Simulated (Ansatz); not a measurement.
## Structures of TiSi: which is lowest?

Plane-wave DFT in Ansatz with scalar-relativistic PAW potentials, cutoff 500 eV, Γ-centred meshes chosen by cell and gap, Gaussian smearing with energies taken to zero width. Every cell was relaxed (cell and atoms) in a run of its own, within the symmetry of its start. Functional: r2SCAN.

Relaxed structures (starts from databases or built by putting these elements on another compound's sites):
A. P4/mmm, 2 atoms in the computed cell, a = 2.737 Å, c = 3.817 Å; sites (symmetry × multiplicity) Ti 4/mmm × 1, Si 4/mmm × 1; start: built
B. Pnma, 8 atoms in the computed cell, a = 6.502 Å, b = 3.635 Å, c = 4.988 Å; sites (symmetry × multiplicity) Ti .m. × 4, Si .m. × 4; start: database
C. Fm-3m, 2 atoms in the computed cell, a = 5.089 Å; sites (symmetry × multiplicity) Ti m-3m × 4, Si m-3m × 4; start: built
D. Cmmm, 2 atoms in the computed cell, a = 3.642 Å, b = 4.142 Å, c = 3.811 Å; sites (symmetry × multiplicity) Ti mmm × 2, Si mmm × 2; start: database

Rank them by energy. Could pressure change the order?

| structure | group | E − E(lowest) (meV/atom) | V (Å³/atom) | gap on mesh (eV) |
| --- | --- | --- | --- | --- |
| B | Pnma | 0.0 | 14.74 | 0.00 |
| D | Cmmm | 267 | 14.37 | 0.00 |
| A | P4/mmm | 275 | 14.29 | 0.00 |
| C | Fm-3m | 339 | 16.47 | 0.00 |

B is lowest, 267 meV/atom under D. A is denser by 0.44 Å³/atom, so pressure favours it: ΔE/ΔV, with ΔE in eV and 1 eV/Å³ = 160.2 GPa, gives about 99 GPa for equal enthalpy if both cells were rigid; at such pressures compression changes ΔV much, so this is a scale only. Other structures may lie lower than all of these, and vibrations aren't counted.